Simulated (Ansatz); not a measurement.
**AgBr (Fm-3m) under pressure**

```
Ag Br
1.0
     2.83770    2.83770    0.00000
    -2.83770    2.83770    0.00000
     0.00000    2.83770    2.83770
Ag Br
1 1
Cartesian
  0.0000 0.0000 0.0000
  0.0000 2.8377 0.0000
```

This is the zero-pressure cell under PBEsol. Cell and atoms are relaxed by PAW (default files of Ansatz 0.2.0, cutoff 420 eV, stress met within about 0.05 GPa) at each pressure, in this structure whether or not another phase would take over; P is the pressure reached, less that of this cell. Levels come from PBEsol, all-electron LAPW in Ansatz 0.2.0, with spin-orbit coupling; k mesh 8×8×8, Fermi-Dirac smearing of 0.010 eV, basis error target 0.5 meV/atom. Conduction levels are in eV over the valence top (at L), at fixed fractional wave vectors. Zone-centre phonons come from finite displacements by PAW, without the LO-TO term.

```
P (GPa)    V/V₀      Γ      X      L  T1u TO (cm⁻¹)
  -2.01  1.0443  0.421  1.408  3.482           70.1
   0.00  1.0000  0.416  1.312  3.357           86.4
   2.04  0.9652  0.418  1.229  3.249           99.2
   4.01  0.9375  0.425  1.157  3.156          109.5
   7.01  0.9029  0.442  1.062  3.030          122.8
  10.03       ?      ?      ?      ?              ?
  15.03  0.8364  0.506  0.853  2.751          149.9
```

Problem. Fit the third-order Birch-Murnaghan equation to the rows shown.

Solution. With f = [(V₀/V)^(2/3) − 1]/2, the normalised pressure F = P/[3f(1 + 2f)^(5/2)] is 50.5 GPa at f = -0.0142, 53.5 GPa at f = 0.0120, 54.5 GPa at f = 0.0220, 55.9 GPa at f = 0.0352, 58.8 GPa at f = 0.0633. The line F = B₀[1 + (3/2)(B′ − 4)f] gives B₀ = 52.2 GPa and B′ = 5.4.

Problem. What are the volume deformation potentials and pressure coefficients of these levels at zero pressure?

Solution. 

```
level  dE/dlnV (eV)  dE/dP = −(dE/dlnV)/B₀ (meV/GPa)  mean slope up to 2.0 GPa (meV/GPa)
    Γ          0.02                             -0.5                                 1.2
    X          2.29                            -43.8                               -40.8
    L          2.97                            -57.0                               -53.1
```

dE/dlnV is the slope of a cubic fit in ln V at V₀. The last column is read from two rows and shows how the slope bends with pressure.

Problem. What mode Grüneisen parameters follow?

Solution. γ = −d ln ω/d ln V at V₀ from a quadratic fit in ln V: T1u 4.24.

Problem. What belongs in the row at 10.03 GPa?

Solution. The fits give V/V₀ = 0.8744 and Γ = 0.464 eV. Computed: V/V₀ = 0.8744, Γ = 0.464, X = 0.976, L = 2.917, T1u TO (cm⁻¹) = 134.1.

Caveats: no other phase was computed; many crystals of this kind change structure within this range, and rows or crossings beyond such a change describe a metastable lattice; the frozen-core PAW files of the relaxations were fitted under PBE, their cores solved anew for this functional; semilocal gaps are low, and the spacing of valleys can be off by tenths of an eV; levels are read at fixed fractional k, so an edge that moves off these points is missed.
